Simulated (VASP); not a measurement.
# H2Br (Fm-3m) in VASP: single point with r2SCAN

Aim: the single point of H2Br with r2SCAN.

Everything below comes from runs of VASP 6.6.1. Logs are shortened: lines on timing, memory, paths and dates and some standing lists are left out, and cuts for length are marked.

## 1. The crystal as given

Symmetry: Fm-3m, No. 225, cubic system. The conventional cell has a = 5.388 Å, b = 5.388 Å, c = 5.388 Å, α = 90.00°, β = 90.00°, γ = 90.00°. Br (site symmetry m-3m) is surrounded by 8 H at 2.33 Å. H (site symmetry -43m) has 4 Br at 2.33 Å as nearest neighbours.

The cell was built by a generator and needn't be a form met in nature.

## 2. Single point, r2SCAN

POSCAR

```
H2Br
1.0
    0.0000000000      2.6941750000      2.6941750000
    2.6941750000      0.0000000000      2.6941750000
    2.6941750000      2.6941750000      0.0000000000
Br H
1 2
Direct
    0.0000000000      0.0000000000      0.0000000000
    0.2500000000      0.2500000000      0.2500000000
    0.7500000000      0.7500000000      0.7500000000
```

INCAR.step1

```
  PREC = Accurate
  ENCUT = 520
  ISMEAR = -1
  SIGMA = 0.0224
  LREAL = False
  LASPH = True
  NELM = 80
  NBANDS = 12
  GGA = PE
  ALGO = Normal
  EDIFF = 1E-4
  LWAVE = True
  LCHARG = False
```

INCAR.step2

```
  PREC = Accurate
  ENCUT = 520
  EDIFF = 1E-6
  ISMEAR = -1
  SIGMA = 0.0224
  LREAL = False
  LASPH = True
  NELM = 80
  ALGO = Normal
  ISIF = 2
  LWAVE = False
  LCHARG = True
  METAGGA = R2SCAN
  LMIXTAU = True
  LELF = True
  LVHAR = True
  NBANDS = 12
  ISTART = 1
```

KPOINTS

```
regular mesh
0
Gamma
  8 8 8
```

Potentials or basis: VASP PAW PBE potentials, release 64 (Br, H).

Command:

```sh
$ cat potpaw_PBE.64/Br/POTCAR potpaw_PBE.64/H/POTCAR > POTCAR
$ cp INCAR.step1 INCAR
$ mpirun -np 1 vasp_std > vasp.out
$ cp INCAR.step2 INCAR
$ mpirun -np 1 vasp_std > vasp.out
```

OUTCAR:

```text
PREC = Accurate
   ENCUT = 520
   EDIFF = 1E-6
   ISMEAR = -1
   LREAL = False
   LASPH = True
   NELM = 80
   ISIF = 2
   METAGGA = R2SCAN
   ISTART = 1

 ion  position               nearest neighbor table
   1  0.000  0.000  0.000-
   2  0.250  0.250  0.250-
   3  0.750  0.750  0.750-

  LATTYP: Found a face centered cubic cell.
 ALAT       =     5.3883500000

  Lattice vectors:

 A1 = (   0.0000000000,   2.6941750000,   2.6941750000)
 A2 = (   2.6941750000,   0.0000000000,   2.6941750000)
 A3 = (   2.6941750000,   2.6941750000,   0.0000000000)

Analysis of symmetry for initial positions (statically):
=====================================================================
 Subroutine PRICEL returns:
 Original cell was already a primitive cell.

 Routine SETGRP: Setting up the symmetry group for a
 face centered cubic supercell.

 Subroutine GETGRP returns: Found 48 space group operations
 (whereof 48 operations were pure point group operations)
 out of a pool of 48 trial point group operations.

The static configuration has the point symmetry O_h .

Analysis of symmetry for dynamics (positions and initial velocities):
=====================================================================
 Subroutine PRICEL returns:
 Original cell was already a primitive cell.

 Routine SETGRP: Setting up the symmetry group for a
 face centered cubic supercell.

 Subroutine GETGRP returns: Found 48 space group operations
 (whereof 48 operations were pure point group operations)
 out of a pool of 48 trial point group operations.

The dynamic configuration has the point symmetry O_h .

 Subroutine INISYM returns: Found 48 space group operations
 (whereof 48 operations are pure point group operations),
 and found     1 'primitive' translations

----------------------------------------------------------------------------------------

                                     Primitive cell

  volume of cell :      39.1118

  direct lattice vectors                    reciprocal lattice vectors
     0.000000000  2.694175000  2.694175000    -0.185585569  0.185585569  0.185585569
     2.694175000  0.000000000  2.694175000     0.185585569 -0.185585569  0.185585569
     2.694175000  2.694175000  0.000000000     0.185585569  0.185585569 -0.185585569

  length of vectors
     3.810138824  3.810138824  3.810138824     0.321443634  0.321443634  0.321443634

[... 90 lines left out ...]
   POTIM  = 0.5000    time-step for ionic-motion
   TEBEG  =    0.0;   TEEND  =   0.0 temperature during run
   PSTRESS=    0.0 pullay stress
   NELECT =       9.0000    total number of electrons
   NUPDOWN=      -1.0000    fix difference up-down
   EMIN   =  10.00;   EMAX   =-10.00  energy-range for DOS
   EFERMI =   0.00;   METHOD = LEGACY
   ISMEAR =    -1;   SIGMA  =   0.02  broadening in eV -4-tet -1-fermi 0-gaus
   EFERMI_NEDOS =   21; number of points for ismear=-14 and -15
   IALGO  =     38    algorithm
   IMIX   =      4    mixing-type and parameters
     AMIX     =   0.40;   BMIX     =  1.00
     AMIX_MAG =   1.60;   BMIX_MAG =  1.00
  volume/ion in A,a.u.               =      13.04        87.98
  Fermi-wavevector in a.u.,A,eV,Ry     =   1.003198  1.895769 13.692980  1.006406
  Thomas-Fermi vector in A             =   2.135734
   LORBIT       =      0    0 simple, 1 ext, 2 COOP (PROOUT), +10 PAW based schemes
   METAGGA = R2SCAN    functional components
   LHFCALC =     F    Hartree Fock is set to
   AEXX    =    0.0000 exact exchange contribution
   IVDW    =     0    specifies the selected vdW correction
   LEPSILON=     F    determine dielectric tensor
   LRPA    =     F    only Hartree local field effects (RPA)
 non-spin polarized calculation
  energy-cutoff  :      520.00
  volume of cell :       39.11
 maximum number of plane-waves:      1067
   NGX = 15   NGY = 15   NGZ = 15

 number of electron       8.9999998 magnetization

 Free energy of the ion-electron system (eV)
  ---------------------------------------------------
  ext. energy  EPLUGINS =         0.00000000
  ---------------------------------------------------
  free energy    TOTEN  =       -16.88483360 eV

  energy without entropy =      -16.88326440  energy(sigma->0) =      -16.88404900

 E-fermi :   1.4232     XC(G=0):  -9.3287

 val. band max:        1.4148742511   @ k =   0.1250   0.1250   0.0000
 cond. band min:       1.4578332776   @ k =   0.3750   0.2500   0.1250
 fundamental gap:      0.0429590265
 Fermi energy:         1.4231795323

 k-point     1 :       0.0000    0.0000    0.0000
  band No.  band energies     occupation
      1     -15.6576      2.00000
      2      -0.9510      2.00000
      3      -0.9510      2.00000
      4      -0.9510      2.00000
      5      -0.1712      2.00000
      6       1.8827      0.00000
      7       9.9274      0.00000
      8       9.9274      0.00000
      9       9.9275      0.00000
     10      13.8940      0.00000
     11      14.3585      0.00000
     12      14.3585      0.00000
[... 331 lines left out ...]
 k-point    24 :      -0.3750    0.2500    0.1250
  band No.  band energies     occupation
      1     -14.7413      2.00000
      2      -5.1987      2.00000
      3      -3.5458      2.00000
      4      -1.7121      2.00000
      5       2.0598      0.00000
      6       3.8356      0.00000
      7       8.7012      0.00000
      8      11.1322      0.00000
      9      13.9227      0.00000
     10      14.7624      0.00000
     11      16.2367      0.00000
     12      17.1191      0.00000

 [... further k-points ...]

------------------------ aborting loop because EDIFF is reached ----------------------------------------

  FORCE on cell =-STRESS in cart. coord.  units (eV):
  Direction    XX          YY          ZZ          XY          YZ          ZX
  --------------------------------------------------------------------------------------
  -------------------------------------------------------------------------------------
  Total       -1.9522730     -1.9522730     -1.9522730      0.0000000      0.0000000      0.0000000
  in kB      -79.9730649    -79.9730649    -79.9730649      0.0000000      0.0000000      0.0000000
  external PRESSURE =     -79.9730649 kB  Pullay stress =       0.0000000 kB

 VOLUME and BASIS-vectors are now :
 -----------------------------------------------------------------------------
  energy-cutoff  :      520.00
  volume of cell :       39.11
      direct lattice vectors                 reciprocal lattice vectors
     0.000000000  2.694175000  2.694175000    -0.185585569  0.185585569  0.185585569
     2.694175000  0.000000000  2.694175000     0.185585569 -0.185585569  0.185585569
     2.694175000  2.694175000  0.000000000     0.185585569  0.185585569 -0.185585569

 POSITION                                       TOTAL-FORCE (eV/Angst)
 -----------------------------------------------------------------------------------
      0.00000      0.00000      0.00000        -0.000000     -0.000000     -0.000000
      1.34709      1.34709      1.34709        -0.000000      0.000000      0.000000
      4.04126      4.04126      4.04126         0.000000     -0.000000      0.000000
 -----------------------------------------------------------------------------------
    total drift:                                0.000000     -0.000000      0.000000

  FREE ENERGIE OF THE ION-ELECTRON SYSTEM (eV)
  ---------------------------------------------------
  free  energy   TOTEN  =       -16.8848335961 eV

  energy  without entropy=      -16.8832644010  energy(sigma->0) =      -16.88404900
```

OUTCAR.step1:

```text
PREC = Accurate
   ENCUT = 520
   ISMEAR = -1
   LREAL = False
   LASPH = True
   NELM = 80
[... 583 lines left out ...]
      0.00000      0.00000      0.00000        -0.000000      0.000000     -0.000000
      1.34709      1.34709      1.34709        -0.000000     -0.000000     -0.000000
      4.04126      4.04126      4.04126         0.000000      0.000000      0.000000
 -----------------------------------------------------------------------------------
    total drift:                                0.000000     -0.000000      0.000000

  FREE ENERGIE OF THE ION-ELECTRON SYSTEM (eV)
  ---------------------------------------------------
  free  energy   TOTEN  =        -5.4038766585 eV

  energy  without entropy=       -5.4022795953  energy(sigma->0) =       -5.40307813
```

OSZICAR.step1:

```text
N       E                     dE             d eps       ncg     rms          rms(c)
DAV:   1     0.220021995852E+02    0.22002E+02   -0.35888E+03   696   0.587E+02
DAV:   2    -0.401536060607E+01   -0.26018E+02   -0.24951E+02   936   0.101E+02
DAV:   3    -0.540769207857E+01   -0.13923E+01   -0.13893E+01   852   0.208E+01
DAV:   4    -0.541362949540E+01   -0.59374E-02   -0.59371E-02   780   0.169E+00
DAV:   5    -0.541365352719E+01   -0.24032E-04   -0.24032E-04   836   0.111E-01    0.609E+00
DAV:   6    -0.539736249512E+01    0.16291E-01   -0.85937E-02   784   0.967E-01    0.391E+00
DAV:   7    -0.540331849939E+01   -0.59560E-02   -0.20499E-02   816   0.652E-01    0.971E-01
DAV:   8    -0.540377863680E+01   -0.46014E-03   -0.42842E-03   732   0.257E-01    0.111E-01
DAV:   9    -0.540387665851E+01   -0.98022E-04   -0.30731E-04   800   0.739E-02
   1 F= -.54038767E+01 E0= -.54030781E+01  d E =-.159706E-02
```

It took 24 s on 1 thread of Intel Xeon 6975P-C (Granite Rapids), shared host; peak memory 0.16 GiB.

Results:

```
Free energy            : -16.8848 eV
Pressure               : -8.0 GPa
Band gap on the k mesh : none (metal or under the smearing width)
```

Levels at points of the mesh, in eV from the Fermi level:
```tsv
k point	band 2	band 3	band 4	band 5	band 6	band 7	band 8	band 9
(0.00, 0.00, 0.00)	-2.37	-2.37	-2.37	-1.59	0.46	8.50	8.50	8.50
(0.50, 0.00, 0.00)	-7.01	-2.79	-2.79	-1.69	3.39	8.53	8.53	10.11
(0.50, 0.50, 0.00)	-7.17	-3.55	-3.55	-1.80	4.37	4.52	14.41	14.41
```

Caveat: the PAW data sets were made with another functional, which shifts forces and pressure a little; an odd number of electrons without spin polarisation forces a metal; a magnetic or distorted state may lie lower.
